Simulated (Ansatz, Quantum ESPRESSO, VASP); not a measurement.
**Al2O3: equilibrium volume by level of theory**

```cif
data_structure
_symmetry_space_group_name_H-M 'R-3c:H'
_symmetry_Int_Tables_number 167
_cell_length_a 4.7605
_cell_length_b 4.7605
_cell_length_c 12.9956
_cell_angle_alpha 90.000
_cell_angle_beta 90.000
_cell_angle_gamma 120.000
_cell_volume 255.05
loop_
_atom_site_label
_atom_site_type_symbol
_atom_site_symmetry_multiplicity
_atom_site_Wyckoff_symbol
_atom_site_fract_x
_atom_site_fract_y
_atom_site_fract_z
_atom_site_occupancy
Al1 Al 12 c 0.66667 0.33333 0.18549 1
O1 O 18 e 0.97335 0.64001 0.08333 1
```

```tsv
rung	level	program and potentials	cutoff (eV)	k mesh	equilibrium volume (Å³/atom)	notes
LDA	LDA	Ansatz, all-electron LAPW, scalar-relativistic	-	6 × 6 × 6	8.33	coarse mesh
LDA	LDA	VASP, LDA PAW files Al, O, 600 eV	600	6 × 6 × 6	8.33	-
GGA	PBE	Ansatz, all-electron LAPW, scalar-relativistic	-	6 × 6 × 6	8.76	coarse mesh
GGA	PBE	VASP, PBE PAW files Al, O_h, 980 eV	980	7 × 7 × 7	8.75	-
GGA + dispersion	PBE+D3(BJ)	VASP, PBE PAW files Al, O, 600 eV	600	6 × 6 × 6	8.58	-
GGA	PBEsol	Ansatz, all-electron LAPW, scalar-relativistic	-	6 × 6 × 6	8.56	coarse mesh
GGA + dispersion	revPBE+D4	Quantum ESPRESSO, PseudoDojo 0.4.1 SR PBE standard	1143	6 × 6 × 6	8.39	potentials made for PBE
non-local van der Waals functional	optB88-vdW	VASP, PBE PAW files Al, O, 600 eV	600	7 × 7 × 7	8.67	potentials made for PBE
meta-GGA	r2SCAN	VASP, PBE PAW files Al, O, 600 eV	600	6 × 6 × 6	8.47	potentials made for PBE
```

Task: relaxation of cell and atoms. All rows: no spin polarisation. Meshes differ between rows, which moves values too. Meshes are those of the run's cell of 10 atoms unless a note names another. Relaxations start from the cell shown or near it and stop with a little pressure left. Runs on faulty files, with rough fits or with known faults for this quantity aren't shown. No row holds spin-orbit coupling.

By rung: LDA 8.33; GGA 8.75; GGA + dispersion 8.39 to 8.58; non-local van der Waals functional 8.67; meta-GGA 8.47; LDA on coarse meshes 8.33; GGA on coarse meshes 8.56 to 8.76 (Å³/atom).
